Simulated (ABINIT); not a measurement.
Here is an ABINIT 10.8.3 (patched build) calculation.

The input run.abi:

```
# Datasets: ground state, then fixed potential
ndtset 2

# Pseudopotentials
pp_dirpath "./"
pseudos "Sb.GGA_PBE-JTH.xml, Ga.GGA_PBE-JTH.xml"

# Structure
acell 3*1.0
rprim
     0.0000000000     5.7806722152     5.7806722152
     5.7806722152     0.0000000000     5.7806722152
     5.7806722152     5.7806722152     0.0000000000
ntypat 2
znucl 51 31
natom 2
typat 1 2
xred
     0.7500000000     0.7500000000     0.7500000000
     0.0000000000     0.0000000000     0.0000000000

# Plane-wave basis
ecut 17.0
pawecutdg 34.0
pawxcdev 0

# Exchange and correlation
ixc 11

# Bands and occupations
occopt 3
tsmear 0.00183747

# SCF cycle
nstep 100

# Output
iomode 3
prtwf 0
prteig 0
prtebands 0
prtden1 1
prtvha1 1
prtvclmb1 1
prtpot1 1

# Dataset 1
kptopt1 1
ngkpt1 8 8 8
nshiftk1 1
shiftk1 0.0 0.0 0.0
nband1 18
tolvrs1 1.0e-9

# Dataset 2: bands along G-X-W-K-G-L-U-W-L-K
iscf2 -2
getden2 1
nband2 24
nbdbuf2 4
tolwfr2 1.0e-11
kptopt2 -9
ndivsm2 5
prteig2 1
kptbounds2
     0.0000000000     0.0000000000     0.0000000000
     0.5000000000     0.0000000000     0.5000000000
     0.5000000000     0.2500000000     0.7500000000
     0.3750000000     0.3750000000     0.7500000000
     0.0000000000     0.0000000000     0.0000000000
     0.5000000000     0.5000000000     0.5000000000
     0.6250000000     0.2500000000     0.6250000000
     0.5000000000     0.2500000000     0.7500000000
     0.5000000000     0.5000000000     0.5000000000
     0.3750000000     0.3750000000     0.7500000000
```

Potentials or basis: JTH PAW PBE v2.0.

The run is started by

```console
$ abinit run.abi > log 2>&1
```

Question: Predict the pressure.

Answer: 2.1 GPa.

Question: What does it give for the band gap on the k mesh?

Answer: None (metal or under the smearing width).

Levels at the corners of the path, in eV from the Fermi level:
| point | band 11 | band 12 | band 13 | band 14 | band 15 | band 16 | band 17 | band 18 |
| --- | --- | --- | --- | --- | --- | --- | --- | --- |
| Γ | -11.54 | -0.06 | -0.06 | -0.06 | -0.04 | 2.72 | 2.72 | 2.72 |
| X | -9.10 | -6.86 | -2.63 | -2.63 | 0.85 | 1.20 | 8.65 | 8.65 |
| W | -9.05 | -6.73 | -3.41 | -3.18 | 3.62 | 4.27 | 4.36 | 4.71 |
| K | -9.16 | -6.68 | -3.67 | -2.25 | 1.35 | 3.82 | 6.56 | 6.77 |
| Γ | -11.54 | -0.06 | -0.06 | -0.06 | -0.04 | 2.72 | 2.72 | 2.72 |
| L | -9.92 | -6.42 | -1.22 | -1.22 | 0.34 | 3.70 | 3.70 | 6.42 |
| U | -9.16 | -6.68 | -3.67 | -2.25 | 1.35 | 3.82 | 6.56 | 6.77 |
| W | -9.05 | -6.73 | -3.41 | -3.18 | 3.62 | 4.27 | 4.36 | 4.71 |
| L | -9.92 | -6.42 | -1.22 | -1.22 | 0.34 | 3.70 | 3.70 | 6.42 |
| K | -9.16 | -6.68 | -3.67 | -2.25 | 1.35 | 3.82 | 6.56 | 6.77 |

Caveat: spin-orbit coupling is left out, which moves the levels of the heavy elements.

**Measured values to compare with.**

A printed reference work, data compilation reports, for a bulk crystal of GaSb at 4.2 K: band gap 0.811 eV (direct).

Measured gap of GaSb: 0.811 eV (direct; 4.2 K; a printed reference work, data compilation). This calculation gives 0.00 eV (-0.81 eV). Spin-orbit coupling on Ga, Sb is left out. The value is that of PBE on a finite k mesh, which can miss the band edges, without temperature or zero-point motion. Semilocal functionals fall short of measured gaps as a rule.
